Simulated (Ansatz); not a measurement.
**Will it converge? IrO₂**

We look at IrO₂: an experimental structure (space group P4_2/mnm), with 6 atoms per cell. The computed pressure is over 10 GPa in size, so the cell is far from the computed equilibrium volume (the chosen U may not suit it). Source: COD entry 5910069, which need not be the ambient phase.

```
Ir O
1.0
     4.49000    0.00000    0.00000
     0.00000    4.49000    0.00000
     0.00000    0.00000    3.14000
Ir O
2 4
Direct
  0.00000 0.00000 0.00000
  0.50000 0.50000 0.50000
  0.30770 0.30770 0.00000
  0.19230 0.80770 0.50000
  0.69230 0.69230 0.00000
  0.80770 0.19230 0.50000
```

Atoms are numbered from 1 in the order listed.

The calculation used DFT, PBE+U, PAW, plane waves, scalar-relativistic (Ansatz).

| Item | Value |
| --- | --- |
| Hubbard term (Dudarev form) | U − J = 3.6 eV on Ir d, on Löwdin-orthonormalised all-electron atomic orbitals |
| Plane-wave cutoff | 420 eV |
| k-point mesh | 5×5×7 (Γ-centred) |
| Occupations | Gaussian smearing, 0.05 eV |
| Spin | collinear, starting moments Ir1 1.00, Ir2 1.00 μB |

The total moment includes the space between the atomic spheres.

The starting density is a sum of atomic densities. β is the mixing step of the charge; the magnetisation has a step of its own, which the program sets unless it is named.

A small moment in a metal is sensitive to the mesh and the smearing. A static U favours moments and orbital order; the result depends on U and need not be the measured state. Only one magnetic start was run, with no search, so the state need not be the lowest.

Default run: converged in 16 iterations, ferromagnetic, site moments Ir1 0.12, Ir2 0.12 μB, total 0.61 μB per cell, no gap on the k-mesh. The search for lower states is off, and runs that name a mixer don't switch to direct minimisation.

(1) Outcome with Broyden, β 0.3, preconditioner Kerker (limit 70 iterations)?

(2) Change to cutoff 520 eV. Does it converge, and to what?

(3) Outcome with Anderson, β 1.0, backtracking line search (limit 70 iterations)?

(4) Rank these settings by the iterations they needed, fewest first.
A. Broyden, β 0.9, history 2, no preconditioner
B. Broyden, β 0.5, history 2, no preconditioner
C. Broyden, β 0.1, history 8, no preconditioner
D. default SCF settings
E. Broyden, β 0.3, preconditioner Kerker

Answers

(1) Converged in 19 iterations: the same free energy.

(2) Converged in 16 iterations: free energy shifted by -4.6 meV/atom, forces change by up to 0.001 eV/Å.

(3) Converged in 20 iterations: the same free energy.

(4) D (16), E (19), B (30), A (32), C (33).
